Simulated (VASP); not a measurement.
A run of VASP 6.6.1 is set up as follows.

POSCAR

```
C                                       
1.0
    2.4657358144      0.0000000000      0.0000000000
   -1.2328679072      2.1353898545      0.0000000000
    0.0000000000      0.0000000000     21.9015365000
  C             
     4
Direct
     0.0000000000000000    0.0000000000000000    0.4224813303990332
     0.6666666699999979    0.3333333400000029    0.4224562687634194
     0.0000000000000000    0.0000000000000000    0.5775186696009666
     0.3333333300000021    0.6666666599999971    0.5775437312365804
```

INCAR.step1

```
SYSTEM = C
ALGO = Normal
DIPOL = 0.5 0.5 0.500
EDIFF = 1E-5
ENCUT = 520
GGA = PE
IDIPOL = 3
ISIF = 2
ISMEAR = 0
KPAR = 4
LASPH = .TRUE.
LCHARG = .FALSE.
LDIPOL = .TRUE.
LREAL = .FALSE.
LVACPOTAV = .TRUE.
LVHAR = .TRUE.
LWAVE = .TRUE.
NBANDS = 16
NELM = 80
PREC = Accurate
SIGMA = 0.03
```

Contents of INCAR.step2:

```
SYSTEM = C
ALGO = Normal
DIPOL = 0.5 0.5 0.500
EDIFF = 1E-6
ENCUT = 520
GGA = PE
HFSCREEN = 0.2
IDIPOL = 3
ISIF = 2
ISMEAR = 0
ISTART = 1
KPAR = 4
LASPH = .TRUE.
LCHARG = .FALSE.
LDIPOL = .TRUE.
LHFCALC = .TRUE.
LREAL = .FALSE.
LVACPOTAV = .TRUE.
LVHAR = .TRUE.
LWAVE = .FALSE.
NBANDS = 16
NELM = 80
PREC = Accurate
PRECFOCK = Fast
SIGMA = 0.03
```

The input KPOINTS:

```
k-points
0
G
  9 9 1
  0 0 0
```

Contents of KPOINTS_OPT:

```
explicit points
3
Reciprocal
 0.0000000000  0.0000000000  0.0000000000 1
 0.5000000000  0.0000000000  0.0000000000 1
 0.3333333300  0.3333333300  0.0000000000 1
```

Potentials or basis: VASP PAW PBE potentials, release 64 (C).

Command:

```console
$ cat potpaw_PBE.64/C/POTCAR > POTCAR
$ cp INCAR.step1 INCAR
$ mpirun -np 4 vasp_std > vasp.out
$ cp INCAR.step2 INCAR
$ mpirun -np 4 vasp_std > vasp.out
```

Question: Estimate the largest force.

Answer: 0.043 eV/Å.

Question: Predict the work function of the lower face.

Answer: 4.34 eV.

Forces in eV/Å, atoms in the order of the input:
```
C    0.000  0.000 -0.025
C    0.000  0.000 -0.043
C    0.000  0.000  0.025
C    0.000  0.000  0.043
```

Caveat: the PAW data sets were made with another functional, which shifts forces and pressure a little.
